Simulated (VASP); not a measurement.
# W (Fm-3m) in VASP: further runs

The runs below take W through single point, with PBEsol.

All numbers are computed with VASP 6.6.1; they aren't measurements. Logs are shortened: lines on timing, memory, paths and dates and some standing lists are left out, and cuts for length are marked.

## 1. The structure

Symmetry: Fm-3m, No. 225, cubic system. Conventional cell: a = 3.998 Å, b = 3.998 Å, c = 3.998 Å, α = 90.00°, β = 90.00°, γ = 90.00°. W (site symmetry m-3m) is surrounded by 12 W at 2.83 Å.

This isn't the form of W at room conditions, which is bcc.

## 2. Single point, PBEsol (all atoms moved at random, cell strained at random)

File INCAR:

```
SYSTEM = W
PREC = Accurate
ENCUT = 520
EDIFF = 1E-6
ISMEAR = 0
SIGMA = 0.1
LREAL = .FALSE.
LASPH = .TRUE.
NELM = 100
ALGO = Fast
ISIF = 2
LWAVE = .FALSE.
LCHARG = .TRUE.
GGA = PS
LELF = .TRUE.
LVHAR = .TRUE.
NBANDS = 13
```

File KPOINTS:

```
Automatic mesh
0
G
  16 16 16
  0 0 0
```

File POSCAR:

```
W
1.0
   -0.0014819000      2.0074467000      2.0193425000
    2.0032649000     -0.0039585000      2.0218191000
    2.0029198000      2.0095782000     -0.0036134000
W
1
Direct
    0.0000000000      0.0000000000      0.0000000000
```

Potentials or basis: VASP PAW PBE potentials, release 64 (W_sv).

On the command line:

```bash
cat potpaw_PBE.64/W_sv/POTCAR > POTCAR
mpirun -np 1 vasp_std > vasp.out
```

OUTCAR:

```text
SYSTEM = W
   PREC = Accurate
   ENCUT = 520
   EDIFF = 1E-6
   ISMEAR = 0
   LREAL = .FALSE.
   LASPH = .TRUE.
   NELM = 100
   ISIF = 2
   GGA = PS

 ion  position               nearest neighbor table
   1  0.000  0.000  0.000-

  Warning from LATTYP: Got some problem with cell dimensions!
  Tried to take original basis but could not verify dimensions!
  LATTYP: Found a triclinic cell.
 ALAT       =     2.8398532963
 B/A-ratio  =     1.4112233132
 C/A-ratio  =     1.0056839633
 COS(alpha) =     0.0002410707
 COS(beta)  =     0.5000546102
 COS(gamma) =     0.7062557643

  Lattice vectors:

 A1 = (   2.0047468000,  -2.0114052000,   0.0024766000)
 A2 = (   4.0076666000,  -0.0018270000,  -0.0011368000)
 A3 = (   0.0003451000,  -2.0135367000,   2.0254325000)

Analysis of symmetry for initial positions (statically):
=====================================================================
 Subroutine PRICEL returns:
 Original cell was already a primitive cell.

 Routine SETGRP: Setting up the symmetry group for a
 triclinic supercell.

 Subroutine GETGRP returns: Found  2 space group operations
 (whereof  2 operations were pure point group operations)
 out of a pool of  2 trial point group operations.

The static configuration has the point symmetry S_2 .

Analysis of symmetry for dynamics (positions and initial velocities):
=====================================================================
 Subroutine PRICEL returns:
 Original cell was already a primitive cell.

 Routine SETGRP: Setting up the symmetry group for a
 triclinic supercell.

 Subroutine GETGRP returns: Found  2 space group operations
 (whereof  2 operations were pure point group operations)
 out of a pool of  2 trial point group operations.

The dynamic configuration has the point symmetry S_2 .

 Subroutine INISYM returns: Found  2 space group operations
 (whereof  2 operations are pure point group operations),
 and found     1 'primitive' translations

----------------------------------------------------------------------------------------

                                     Primitive cell

  volume of cell :      16.2951

  direct lattice vectors                    reciprocal lattice vectors
    -0.001481900  2.007446700  2.019342500    -0.249338045  0.248956999  0.247537304
     2.003264900 -0.003958500  2.021819100     0.249478645 -0.248208039  0.246928944
     2.002919800  2.009578200 -0.003613400     0.249565007  0.248435001 -0.246788344

  length of vectors
     2.847382760  2.846197183  2.837270753     0.430608599  0.429907814  0.430008290

  position of ions in fractional coordinates (direct lattice)
     0.000000000  0.000000000  0.000000000

  ion indices of the primitive-cell ions
   primitive index   ion index
                 1           1

----------------------------------------------------------------------------------------

 KPOINTS: Automatic mesh

Automatic generation of k-mesh.
 Grid dimensions read from file:
 generate k-points for:   16   16   16

 Generating k-lattice:

  Cartesian coordinates                     Fractional coordinates (reciprocal lattice)
    -0.015583628  0.015559812  0.015471082     0.062500000  0.000000000  0.000000000
     0.015592415 -0.015513002  0.015433059    -0.000000000  0.062500000 -0.000000000
     0.015597813  0.015527188 -0.015424272    -0.000000000 -0.000000000  0.062500000

  Length of vectors
     0.026913037  0.026869238  0.026875518

  Shift w.r.t. Gamma in fractional coordinates (k-lattice)
     0.000000000  0.000000000  0.000000000

 Subroutine IBZKPT returns following result:
 ===========================================

 Found   2052 irreducible k-points:

 Following reciprocal coordinates:
            Coordinates               Weight
  0.000000  0.000000  0.000000      1.000000
  0.062500 -0.000000  0.000000      2.000000
  0.125000 -0.000000  0.000000      2.000000
  0.187500 -0.000000  0.000000      2.000000
  0.250000 -0.000000  0.000000      2.000000
  0.312500 -0.000000  0.000000      2.000000
[... 16 lines left out ...]
 -0.187500  0.062500 -0.000000      2.000000
 -0.125000  0.062500 -0.000000      2.000000
 [... further k-points ...]
   k-points           NKPTS =   2052   k-points in BZ     NKDIM =   2052   number of bands    NBANDS=     13
   number of dos      NEDOS =    301   number of ions     NIONS =      1
   total plane-waves  NPLWV =  13824
   dimension x,y,z NGX =    24 NGY =   24 NGZ =   24
   dimension x,y,z NGXF=    48 NGYF=   48 NGZF=   48
   ions per type =               1
   NGX,Y,Z   is equivalent  to a cutoff of  14.01, 14.02, 14.06 a.u.
   NGXF,Y,Z  is equivalent  to a cutoff of  28.03, 28.04, 28.12 a.u.
 SYSTEM =  W
   PREC   = accura    normal or accurate (medium, high low for compatibility)
   ISTART =      0    job   : 0-new  1-cont  2-samecut
   ICHARG =      2    charge: 1-file 2-atom 10-const
   ISPIN  =      1    spin polarized calculation?
   LNONCOLLINEAR =      F non collinear calculations
   LSORBIT =      F    spin-orbit coupling
   LASPH  =      T    aspherical Exc in radial PAW
   ENCUT  =  520.0 eV  38.22 Ry    6.18 a.u.   5.29  5.29  5.28*2*pi/ulx,y,z
   NELM   =    100;   NELMIN=  2; NELMDL= -5     # of ELM steps
   EDIFF  = 0.1E-05   stopping-criterion for ELM
   LREAL  =      F    real-space projection
   EDIFFG = 0.1E-04   stopping-criterion for IOM
   NSW    =      0    number of steps for IOM
   IBRION =     -1    ionic relax: 0-MD 1-quasi-New 2-CG
   NFREE  =      0    steps in history (QN), initial steepest desc. (CG)
   ISIF   =      2    stress and relaxation
   ISYM   =      2    0-nonsym 1-usesym 2-fastsym
   POTIM  = 0.5000    time-step for ionic-motion
   TEBEG  =    0.0;   TEEND  =   0.0 temperature during run
   PSTRESS=    0.0 pullay stress
   NELECT =      14.0000    total number of electrons
   NUPDOWN=      -1.0000    fix difference up-down
   EMIN   =  10.00;   EMAX   =-10.00  energy-range for DOS
   EFERMI =   0.00;   METHOD = LEGACY
   ISMEAR =     0;   SIGMA  =   0.10  broadening in eV -4-tet -1-fermi 0-gaus
   EFERMI_NEDOS =   21; number of points for ismear=-14 and -15
   IALGO  =     68    algorithm
   IMIX   =      4    mixing-type and parameters
     AMIX     =   0.40;   BMIX     =  1.00
     AMIX_MAG =   1.60;   BMIX_MAG =  1.00
  volume/ion in A,a.u.               =      16.30       109.96
  Fermi-wavevector in a.u.,A,eV,Ry     =   1.556318  2.941015 32.955040  2.422127
  Thomas-Fermi vector in A             =   2.660132
   LORBIT       =      0    0 simple, 1 ext, 2 COOP (PROOUT), +10 PAW based schemes
   GGA     = PS    functional components
   LHFCALC =     F    Hartree Fock is set to
   AEXX    =    0.0000 exact exchange contribution
   IVDW    =     0    specifies the selected vdW correction
   LEPSILON=     F    determine dielectric tensor
   LRPA    =     F    only Hartree local field effects (RPA)
 non-spin polarized calculation
 RMM-DIIS sequential band-by-band and
 Gauss-broadening in eV      SIGMA  =   0.10
  energy-cutoff  :      520.00
  volume of cell :       16.30
 maximum number of plane-waves:       452
 NGX is ok and might be reduce to    24
   NGX = 11   NGY = 11   NGZ = 11

 number of electron      14.0000001 magnetization

 Free energy of the ion-electron system (eV)
  ---------------------------------------------------
  ext. energy  EPLUGINS =         0.00000000
  ---------------------------------------------------
  free energy    TOTEN  =       -13.30772346 eV

  energy without entropy =      -13.30136234  energy(sigma->0) =      -13.30454290

 E-fermi :  10.4192     XC(G=0): -13.5955

 val. band max:       10.4189343185   @ k =   0.0000   0.2500   0.1875
 cond. band min:      10.4195618794   @ k =   0.0000   0.1875   0.2500
 fundamental gap:      0.0006275609
 Fermi energy:        10.4191588173

 k-point     1 :       0.0000    0.0000    0.0000
  band No.  band energies     occupation
      1     -63.1987      2.00000
      2     -26.8232      2.00000
      3     -26.8138      2.00000
      4     -26.8110      2.00000
      5       1.3724      2.00000
      6       9.7719      2.00000
      7       9.8653      2.00000
      8       9.9041      2.00000
      9      12.9139      0.00000
     10      13.0745      0.00000
     11      23.2537      0.00000
     12      28.2936      0.00000
     13      28.5014      0.00000

 k-point     2 :       0.0625   -0.0000    0.0000
  band No.  band energies     occupation
      1     -63.1946      2.00000
      2     -26.8626      2.00000
      3     -26.8290      2.00000
      4     -26.8170      2.00000
      5       1.5463      2.00000
      6       9.7135      2.00000
      7       9.8743      2.00000
      8       9.9816      2.00000
      9      12.8407      0.00000
     10      12.9958      0.00000
     11      23.6038      0.00000
     12      27.7196      0.00000
     13      28.6749      0.00000

 k-point     3 :       0.1250   -0.0000    0.0000
  band No.  band energies     occupation
      1     -63.1827      2.00000
      2     -26.9983      2.00000
      3     -26.8470      2.00000
      4     -26.8339      2.00000
      5       2.0436      2.00000
      6       9.3853      2.00000
      7      10.0679      2.00000
      8      10.1883      1.99891
      9      12.6949      0.00000
     10      12.8313      0.00000
     11      24.4961      0.00000
     12      26.4309      0.00000
     13      29.6060      0.00000
[... 305 lines left out ...]
 k-point    23 :      -0.1875    0.0625   -0.0000
  band No.  band energies     occupation
      1     -63.1549      2.00000
      2     -27.2834      2.00000
      3     -26.9272      2.00000
      4     -26.8571      2.00000
      5       3.2063      2.00000
      6       8.8089      2.00000
      7      10.2479      1.98456
      8      10.5208      0.15043
      9      12.3084      0.00000
     10      13.3116      0.00000
     11      24.4781      0.00000
     12      26.8691      0.00000
     13      30.6008      0.00000

 k-point    24 :      -0.1250    0.0625   -0.0000
  band No.  band energies     occupation
      1     -63.1739      2.00000
      2     -27.0800      2.00000
      3     -26.8902      2.00000
      4     -26.8336      2.00000
      5       2.4160      2.00000
      6       9.1356      2.00000
      7      10.2056      1.99747
      8      10.3392      1.74213
      9      12.3813      0.00000
     10      13.0153      0.00000
     11      25.0858      0.00000
     12      26.1102      0.00000
     13      29.3710      0.00000

 [... further k-points ...]

------------------------ aborting loop because EDIFF is reached ----------------------------------------

  FORCE on cell =-STRESS in cart. coord.  units (eV):
  Direction    XX          YY          ZZ          XY          YZ          ZX
  --------------------------------------------------------------------------------------
  -------------------------------------------------------------------------------------
  Total       -0.6843268     -0.5654422     -0.3551019     -0.0136263     -0.0380736     -0.0077252
  in kB      -67.2848052    -55.5957563    -34.9145480     -1.3397767     -3.7435009     -0.7595578
  external PRESSURE =     -52.5983698 kB  Pullay stress =       0.0000000 kB

 VOLUME and BASIS-vectors are now :
 -----------------------------------------------------------------------------
  energy-cutoff  :      520.00
  volume of cell :       16.30
      direct lattice vectors                 reciprocal lattice vectors
    -0.001481900  2.007446700  2.019342500    -0.249338045  0.248956999  0.247537304
     2.003264900 -0.003958500  2.021819100     0.249478645 -0.248208039  0.246928944
     2.002919800  2.009578200 -0.003613400     0.249565007  0.248435001 -0.246788344

 POSITION                                       TOTAL-FORCE (eV/Angst)
 -----------------------------------------------------------------------------------
      0.00000      0.00000      0.00000        -0.000000      0.000000      0.000000
 -----------------------------------------------------------------------------------
    total drift:                                0.000000      0.000000     -0.000000

  FREE ENERGIE OF THE ION-ELECTRON SYSTEM (eV)
  ---------------------------------------------------
  free  energy   TOTEN  =       -13.3077234606 eV

  energy  without entropy=      -13.3013623449  energy(sigma->0) =      -13.30454290
```

Wall time 4.4 min (1 thread of Intel Xeon Platinum 8488C (Sapphire Rapids), shared host); peak memory 0.49 GiB.

What came out:

```yaml
Free_energy: -13.3077 eV
Pressure: -5.3 GPa
Band_gap_on_the_k_mesh: none (metal or under the smearing width)
```

Caveat: the PAW data sets were made with another functional, which shifts forces and pressure a little. The run has no spin-orbit coupling, so splittings on W are missing.

## 3. Single point, PBEsol (strained and moved within a subgroup)

File INCAR:

```
PREC = Accurate
ENCUT = 520
EDIFF = 1E-7
ISMEAR = 0
SIGMA = 0.1
LREAL = F
LASPH = T
NELM = 100
ALGO = Normal
ISIF = 2
LWAVE = F
LCHARG = T
GGA = PS
LELF = T
LVHAR = T
NBANDS = 13
```

File KPOINTS:

```
Automatic mesh
0
Gamma
  18 18 18
```

File POSCAR:

```
W
1.0
    0.0000000000      2.0046047000      2.0046047000
    2.0046047000      0.0000000000      2.0046047000
    2.0046047000      2.0046047000      0.0000000000
W
1
Direct
    0.0000000000      0.0000000000      0.0000000000
```

Potentials or basis: VASP PAW PBE potentials, release 64 (W_sv).

On the command line:

```bash
cat potpaw_PBE.64/W_sv/POTCAR > POTCAR
mpirun -np 1 vasp_std > vasp.out
```

Wall time 26 s (1 thread of Intel Xeon Platinum 8488C (Sapphire Rapids), shared host); peak memory 0.17 GiB.

The run converged. Its results:

```yaml
Free_energy: -13.3128 eV
Pressure: -1.8 GPa
Band_gap_on_the_k_mesh: none (metal or under the smearing width)
```

Levels at points of the mesh, in eV from the Fermi level:
| k point | band 3 | band 4 | band 5 | band 6 | band 7 | band 8 | band 9 | band 10 | band 11 | band 12 |
| --- | --- | --- | --- | --- | --- | --- | --- | --- | --- | --- |
| (0.00, 0.00, 0.00) | -37.18 | -37.18 | -9.09 | -0.57 | -0.57 | -0.57 | 2.63 | 2.63 | 12.86 | 18.14 |
| (0.50, 0.00, 0.00) | -37.35 | -37.35 | -5.70 | -0.81 | -0.81 | 0.72 | 5.19 | 5.19 | 10.57 | 12.49 |
| (0.50, 0.50, 0.00) | -37.63 | -37.63 | -5.62 | -4.62 | 3.18 | 5.15 | 5.95 | 5.95 | 11.91 | 11.91 |

Caveat: the PAW data sets were made with another functional, which shifts forces and pressure a little. Spin-orbit coupling is left out, which matters for the levels of W.

## 4. Single point, PBEsol (strained and moved within the space group)

File INCAR:

```
SYSTEM = W
PREC = Accurate
ENCUT = 520
EDIFF = 1E-7
ISMEAR = 0
SIGMA = 0.1
LREAL = .False.
LASPH = .True.
NELM = 100
ALGO = Fast
ISIF = 2
LWAVE = .False.
LCHARG = .False.
GGA = PS
NBANDS = 13
```

File KPOINTS:

```
regular mesh
0
Gamma
  18 18 18
  0 0 0
```

File POSCAR:

```
W
1.0
    0.0000000000      1.9781335000      1.9781335000
    1.9781335000      0.0000000000      1.9781335000
    1.9781335000      1.9781335000      0.0000000000
W
1
Direct
    0.0000000000      0.0000000000      0.0000000000
```

Potentials or basis: VASP PAW PBE potentials, release 64 (W_sv).

On the command line:

```bash
cat potpaw_PBE.64/W_sv/POTCAR > POTCAR
mpirun -np 1 vasp_std > vasp.out
```

OUTCAR:

```text
SYSTEM = W
   PREC = Accurate
   ENCUT = 520
   EDIFF = 1E-7
   ISMEAR = 0
   LREAL = .False.
   LASPH = .True.
   NELM = 100
   ISIF = 2
   GGA = PS

 ion  position               nearest neighbor table
   1  0.000  0.000  0.000-

  LATTYP: Found a face centered cubic cell.
 ALAT       =     3.9562670000

  Lattice vectors:
[... 563 lines left out ...]
      7      10.9336      1.99092
      8      11.0902      1.30664
      9      13.3383      0.00000
     10      14.4698      0.00000
     11      24.8074      0.00000
     12      28.5945      0.00000
     13      32.9150      0.00000

 [... further k-points ...]

------------------------ aborting loop because EDIFF is reached ----------------------------------------

  FORCE on cell =-STRESS in cart. coord.  units (eV):
  Direction    XX          YY          ZZ          XY          YZ          ZX
  --------------------------------------------------------------------------------------
  -------------------------------------------------------------------------------------
  Total        1.0543846      1.0543846      1.0543846      0.0000000     -0.0000000      0.0000000
  in kB      109.1221284    109.1221284    109.1221284      0.0000000     -0.0000000      0.0000000
  external PRESSURE =     109.1221284 kB  Pullay stress =       0.0000000 kB

 VOLUME and BASIS-vectors are now :
 -----------------------------------------------------------------------------
  energy-cutoff  :      520.00
  volume of cell :       15.48
      direct lattice vectors                 reciprocal lattice vectors
     0.000000000  1.978133500  1.978133500    -0.252763527  0.252763527  0.252763527
     1.978133500  0.000000000  1.978133500     0.252763527 -0.252763527  0.252763527
     1.978133500  1.978133500  0.000000000     0.252763527  0.252763527 -0.252763527

 POSITION                                       TOTAL-FORCE (eV/Angst)
 -----------------------------------------------------------------------------------
      0.00000      0.00000      0.00000        -0.000000     -0.000000      0.000000
 -----------------------------------------------------------------------------------
    total drift:                                0.000000      0.000000     -0.000000

  FREE ENERGIE OF THE ION-ELECTRON SYSTEM (eV)
  ---------------------------------------------------
  free  energy   TOTEN  =       -13.2954614284 eV

  energy  without entropy=      -13.2897888731  energy(sigma->0) =      -13.29262515
```

stdout:

```text
POSCAR found type information on POSCAR W
 POSCAR found :  1 types and       1 ions
 scaLAPACK will be used
 -----------------------------------------------------------------------------
|                                                                             |
|                                                                             |
|     You enforced a specific xc type in the INCAR file but a different       |
|     I HOPE YOU KNOW WHAT YOU ARE DOING!                                     |
|                                                                             |
 -----------------------------------------------------------------------------

 LDA part: xc-table for (Slater+PW92), standard interpolation
 POSCAR, INCAR and KPOINTS ok, starting setup
 FFT: planning ... GRIDC
 FFT: planning ... GRID_SOFT
 FFT: planning ... GRID
 WAVECAR not read
 entering main loop
WARNING in EDDRMM: call to ZHEGV failed, returncode =   8  4     13
WARNING in EDDRMM: call to ZHEGV failed, returncode =   8  4     13
```

Wall time 32 s (1 thread of Intel Xeon Platinum 8488C (Sapphire Rapids), shared host); peak memory 0.17 GiB.

What came out:

| Item | Value |
| --- | --- |
| Free energy | -13.2955 eV |
| Pressure | 10.9 GPa |
| Band gap on the k mesh | none (metal or under the smearing width) |

Caveat: the PAW data sets were made with another functional, which shifts forces and pressure a little.

[end of part 1 of 2]
